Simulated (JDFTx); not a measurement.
Wanted: the native input for a JDFTx 1.7.0 (patched build) run.

```
Task                                    : band structure
Functional                              : PBEsol
Potentials or basis                     : PseudoDojo-SR-PBEsol-0.4.1-standard
Cutoff                                  : 1088 eV
Density cutoff                          : 8708 eV
k mesh                                  : 8 × 8 × 8
Occupations                             : fermi-dirac, width 0.05 eV
Spin                                    : no spin polarisation
Band ratio of the Davidson solver       : 1.3
Bands                                   : 21
Density cutoff over wavefunction cutoff : 8
Max SCF steps                           : 30
SCF threshold on the energy             : 1e-06 Ha
Solver of the electrons                 : minimize
Further solve for the empty bands       : no
Start                                   : density of an earlier self-consistent run, held fixed
Path                                    : G-X-W-K-G-L-U-W-L-K-U-X
```

The system is GaSb.

```xyz
2
Lattice="0.0000 3.0590 3.0590 3.0590 0.0000 3.0590 3.0590 3.0590 0.0000" Properties=species:S:1:pos:R:3 pbc="T T T"
Sb    4.5885    4.5885    4.5885
Ga    0.0000    0.0000    0.0000
```

The input as run:

bands.in

```
lattice \
    0.0000000000     5.7806722152     5.7806722152 \
    5.7806722152     0.0000000000     5.7806722152 \
    5.7806722152     5.7806722152     0.0000000000
coords-type Cartesian
ion Sb     8.6710083228     8.6710083228     8.6710083228 1
ion Ga     0.0000000000     0.0000000000     0.0000000000 1

ion-species pseudo/Sb.upf
ion-species pseudo/Ga.upf
elec-cutoff 40 320
elec-ex-corr gga-PBEsol
elec-smearing Fermi 0.0018374661
elec-n-bands 21
electronic-minimize nIterations 30 energyDiffThreshold 1e-06
davidson-band-ratio 1.3
forces-output-coords Cartesian
include path.kpoints
symmetries none
fix-electron-density run.$VAR

dump-name bands.$VAR
dump End Ecomponents EigStats BandEigs Kpoints Forces
```

path.kpoints

```
kpoint +0.0000000000 +0.0000000000 +0.0000000000 0.020000000000
kpoint +0.0714285714 +0.0000000000 +0.0714285714 0.020000000000
kpoint +0.1428571429 +0.0000000000 +0.1428571429 0.020000000000
kpoint +0.2142857143 +0.0000000000 +0.2142857143 0.020000000000
kpoint +0.2857142857 +0.0000000000 +0.2857142857 0.020000000000
kpoint +0.3571428571 +0.0000000000 +0.3571428571 0.020000000000
kpoint +0.4285714286 +0.0000000000 +0.4285714286 0.020000000000
kpoint +0.5000000000 +0.0000000000 +0.5000000000 0.020000000000
kpoint +0.5000000000 +0.0833333333 +0.5833333333 0.020000000000
kpoint +0.5000000000 +0.1666666667 +0.6666666667 0.020000000000
kpoint +0.5000000000 +0.2500000000 +0.7500000000 0.020000000000
kpoint +0.4375000000 +0.3125000000 +0.7500000000 0.020000000000
kpoint +0.3750000000 +0.3750000000 +0.7500000000 0.020000000000
kpoint +0.3281250000 +0.3281250000 +0.6562500000 0.020000000000
kpoint +0.2812500000 +0.2812500000 +0.5625000000 0.020000000000
kpoint +0.2343750000 +0.2343750000 +0.4687500000 0.020000000000
kpoint +0.1875000000 +0.1875000000 +0.3750000000 0.020000000000
kpoint +0.1406250000 +0.1406250000 +0.2812500000 0.020000000000
kpoint +0.0937500000 +0.0937500000 +0.1875000000 0.020000000000
kpoint +0.0468750000 +0.0468750000 +0.0937500000 0.020000000000
kpoint +0.0000000000 +0.0000000000 +0.0000000000 0.020000000000
kpoint +0.0833333333 +0.0833333333 +0.0833333333 0.020000000000
kpoint +0.1666666667 +0.1666666667 +0.1666666667 0.020000000000
kpoint +0.2500000000 +0.2500000000 +0.2500000000 0.020000000000
kpoint +0.3333333333 +0.3333333333 +0.3333333333 0.020000000000
kpoint +0.4166666667 +0.4166666667 +0.4166666667 0.020000000000
kpoint +0.5000000000 +0.5000000000 +0.5000000000 0.020000000000
kpoint +0.5250000000 +0.4500000000 +0.5250000000 0.020000000000
kpoint +0.5500000000 +0.4000000000 +0.5500000000 0.020000000000
kpoint +0.5750000000 +0.3500000000 +0.5750000000 0.020000000000
kpoint +0.6000000000 +0.3000000000 +0.6000000000 0.020000000000
kpoint +0.6250000000 +0.2500000000 +0.6250000000 0.020000000000
kpoint +0.5625000000 +0.2500000000 +0.6875000000 0.020000000000
kpoint +0.5000000000 +0.2500000000 +0.7500000000 0.020000000000
kpoint +0.5000000000 +0.2916666667 +0.7083333333 0.020000000000
kpoint +0.5000000000 +0.3333333333 +0.6666666667 0.020000000000
kpoint +0.5000000000 +0.3750000000 +0.6250000000 0.020000000000
kpoint +0.5000000000 +0.4166666667 +0.5833333333 0.020000000000
kpoint +0.5000000000 +0.4583333333 +0.5416666667 0.020000000000
kpoint +0.5000000000 +0.5000000000 +0.5000000000 0.020000000000
kpoint +0.4791666667 +0.4791666667 +0.5416666667 0.020000000000
kpoint +0.4583333333 +0.4583333333 +0.5833333333 0.020000000000
kpoint +0.4375000000 +0.4375000000 +0.6250000000 0.020000000000
kpoint +0.4166666667 +0.4166666667 +0.6666666667 0.020000000000
kpoint +0.3958333333 +0.3958333333 +0.7083333333 0.020000000000
kpoint +0.3750000000 +0.3750000000 +0.7500000000 0.020000000000
kpoint +0.6250000000 +0.2500000000 +0.6250000000 0.020000000000
kpoint +0.5833333333 +0.1666666667 +0.5833333333 0.020000000000
kpoint +0.5416666667 +0.0833333333 +0.5416666667 0.020000000000
kpoint +0.5000000000 +0.0000000000 +0.5000000000 0.020000000000
```

Potentials or basis: PseudoDojo-SR-PBEsol-0.4.1-standard.

Command:

```bash
$ jdftx -c 1 -i bands.in -o bands.out
```

It gave:

```json
{"Band gap along the path": "none (metal or under the smearing width)"}
```

Caveat: spin-orbit coupling is left out, which moves the levels of the heavy elements.

It took 65 s on 1 thread of AMD EPYC 7R43 64-Core Processor (Zen 3) (shared host), peak memory 0.16 GiB.
